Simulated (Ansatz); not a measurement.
**Calculated quadrupolar parameters for WS₂ at a changed volume**

The cell is a structure deposited in the COD, relaxed with PBE at fixed cell and then changed (volume scaled by 1.02, ions relaxed).

```
W S
1.0
     1.58946    0.91767    6.20415
    -1.58946    0.91767    6.20415
     0.00000   -1.83535    6.20415
W S
1 2
Direct
  0.00066 0.00066 0.00066
  0.24977 0.24977 0.24977
  0.41827 0.41827 0.41827
```

Atom numbers follow the list; atoms alike are taken as one site, whose name carries the number of the first.

All values are calculated (Ansatz; DFT, PBE, plane waves and PAW, scalar-relativistic, collinear spin, 420 eV cutoff, Γ-centred 16×16×16 k-points, Fermi–Dirac smearing 0.02 eV), not measured. Start moments as typed (μB): 2 on each W, none on the rest.

C_Q = eQV_zz/h, which is 24.18 MHz for Q = 1 b and V_zz = 10²¹ V/m²; η = (V_xx − V_yy)/V_zz. ν_Q = 3|C_Q|/[2I(2I − 1)].

33S: I = 3/2, Q = -69.40 mb. Quadrupole moments are those of Pyykkö's year-2017 table.

Q: Which values are expected at the nuclei?

A: 

| site | atoms (order as listed) | first shell | C_Q (MHz) | η | ν_Q (MHz) |
| --- | --- | --- | --- | --- | --- |
| S2 | 2 | 3 W at 2.41 Å; also 7 S at 3.14–3.18 Å | 7.77 | 0.00 | 3.89 |
| S3 | 3 | 3 W at 2.41 Å; also 7 S at 3.14–3.18 Å | 7.51 | 0.00 | 3.76 |

An axis of threefold or higher order runs through S2 and S3, so V_zz lies along it and η is zero.

W has no stable isotope with a ground-state quadrupole moment in the table, so these sites are left out.

Without spin–orbit coupling the gradients at and beside W can be off by some per cent, at some sites by more. The start moments die out, and the run ends without spin.
